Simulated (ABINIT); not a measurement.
The system is PbF2 (Fluorocronite).

```
Pb F
1.0
     0.00000    2.96366    2.96366
     2.96366    0.00000    2.96366
     2.96366    2.96366    0.00000
Pb F
1 2
Cartesian
  0.0000 0.0000 0.0000
  4.4455 4.4455 4.4455
  1.4818 1.4818 1.4818
```

Base run:

* Program: ABINIT 10.8.3 (patched build)
* Functional: PBEsol
* Potentials or basis: JTH PAW PBE v2.0
* Cutoff: 626 eV
* k mesh: 5 × 5 × 5
* Occupations: fermi-dirac, width 0.05 eV
* Spin: no spin polarisation

Its results: band gap on the k mesh 4.42 eV, indirect (least direct gap 4.68 eV); pressure -1.2 GPa.

**Question.** After a change of settings the same cell gave: band gap on the k mesh 4.27 eV, indirect (least direct gap 4.44 eV); pressure -2.2 GPa. Which change was it?
A. potentials or basis from JTH PAW PBE v2.0 to JTH PAW PBE v2.0 sp; k mesh from 5 × 5 × 5 to 8 × 8 × 8; valence electrons from 28 to 18
B. k mesh from 5 × 5 × 5 to 6 × 6 × 6
C. functional from PBEsol to HCTH407; k mesh from 5 × 5 × 5 to 8 × 8 × 8
D. functional from PBEsol to RPBE; k mesh from 5 × 5 × 5 to 8 × 8 × 8

**Answer.** A.

Caveats: the PAW data sets were made with another functional, which shifts forces and pressure a little; spin-orbit coupling is left out, which as a rule narrows the gap of such compounds by several tenths of an eV; an odd mesh through Γ misses points on the zone boundary, where band edges often lie (some runs); this set keeps more shells in the core, which shifts pressures and gaps (some runs).

Runs at the PBE level aren't shown here.
